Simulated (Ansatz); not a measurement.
**Bond compression in In (diamond type)**

```
CELL_PARAMETERS angstrom
0.00000 3.25207 3.25207
3.25207 0.00000 3.25207
3.25207 3.25207 0.00000
ATOMIC_POSITIONS crystal
In 0.87500 0.87500 0.87500
In 0.12500 0.12500 0.12500
```

This is a prototype cell at a chosen volume, and whether it is the ground state is a separate question.

Its shortest bond, of 2.816 Å between atom 1 (In) and the nearest image of atom 2 (In), is scaled by moving both atoms along it, with the cell held. The force apart is half the difference of the two atoms' forces along the bond; it holds the pull and push of their other neighbours too.

Computed with Ansatz 0.2.0; functional PBE, scalar-relativistic. Settings: a Γ-centred 8×8×8 k mesh, Fermi–Dirac smearing of 0.05 eV, no spin polarisation. Methods: LAPW: all electrons, basis error target 1 meV/atom; PAW: frozen-core files, cutoff 420 eV; crystal datasets: all electrons, by PAW datasets that the program makes for each cell.

Energies are extrapolated to zero smearing and count from the unscaled cell; pressure is positive in compression; gaps take the mesh and a band path. No temperature or zero-point motion is included.

```csv
bond (Å),force apart (eV/Å),P LAPW (GPa),ΔE LAPW (eV/atom),P PAW − LAPW (GPa),ΔE PAW − LAPW (meV/atom),force PAW − LAPW (eV/Å)
2.816,0.00,2.92,0.000,0.00,0.0,0.000
2.478,2.79,5.12,0.190,-0.01,0.1,0.002
1.971,21.70,?,2.632,-0.25,-9.5,-0.169
1.633,79.21,95.1,10.069,-8.20,-284.8,-6.493
```

Problem. Give the missing entry: row "1.971", column "P LAPW (GPa)".

Solution. 29.0.

Problem. At the last bond length, how far do crystal datasets lie from LAPW in pressure and in the largest force component?

Solution. crystal datasets: +0.01 GPa, 0.003 eV/Å, on a LAPW pressure of 95.1 GPa.

Problem. How do the Löwdin populations by LAPW change from the unscaled cell to the last row, on the two atoms of the bond?

Solution. In1 4s 1.98 → 1.91, In1 5s 1.19 → 1.16, In1 5p 1.85 → 1.97, In2 4s 1.98 → 1.91, In2 5s 1.19 → 1.16, In2 5p 1.85 → 1.97 electrons an atom. These are projections on the shells that the free atoms fill; 0.04 e a cell lies outside them at the start and 0.08 e at the end.
